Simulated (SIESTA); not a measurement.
MnO:

```
Mn O
1.0
     4.44400    0.00000    0.00000
     0.00000    4.44400    0.00000
     0.00000    0.00000    4.44400
Mn O
4 4
Direct
  0.00000 0.00000 0.00000
  0.00000 0.50000 0.50000
  0.50000 0.00000 0.50000
  0.50000 0.50000 0.00000
  0.50000 0.00000 0.00000
  0.00000 0.50000 0.00000
  0.00000 0.00000 0.50000
  0.50000 0.50000 0.50000
```

Base run:

| Property | Result |
| --- | --- |
| Program | SIESTA 5.4.2 |
| Functional | PBE |
| Potentials or basis | PseudoDojo 0.4 standard (PBE files) |
| Basis | DZP (energy shift 0.003 Ry; two zetas on semicore shells) |
| Grid cutoff | 800 Ry |
| Energy shift | 0.003 Ry |
| k mesh | 6 × 6 × 6 |
| Occupations | fermi-dirac, width 0.05 eV |
| Spin | collinear spin, zero start |
| Starting moments | [0.0, 0.0, 0.0, 0.0, 0.0, 0.0, 0.0, 0.0] μB |

Its results: band gap on the k mesh none (metal or under the smearing width); pressure -33.3 GPa; net moment 0.00 μB per cell.

The run is repeated on the same cell with these changes: spin from collinear spin, zero start to collinear spin, ferromagnetic start; moments at the start from [0.0, 0.0, 0.0, 0.0, 0.0, 0.0, 0.0, 0.0] to [4.0, 4.0, 4.0, 4.0, 0.0, 0.0, 0.0, 0.0]. What comes out?

Band gap on the k mesh none (metal or under the smearing width); pressure 2.0 GPa; net moment 19.34 μB per cell; site moments Mn +4.66; O +0.18 μB.

Caveats: short orbitals over semicore shells can move pressures by several GPa; the basis of atomic orbitals isn't converged, which shifts pressures, moduli and gaps; semilocal functionals often make such compounds metallic where correlation or magnetic order opens a gap, which also shifts bond lengths; a pressure of tens of GPa on the cell as given is suspect, and the run, the potentials or the cell itself is likely at fault (some runs).
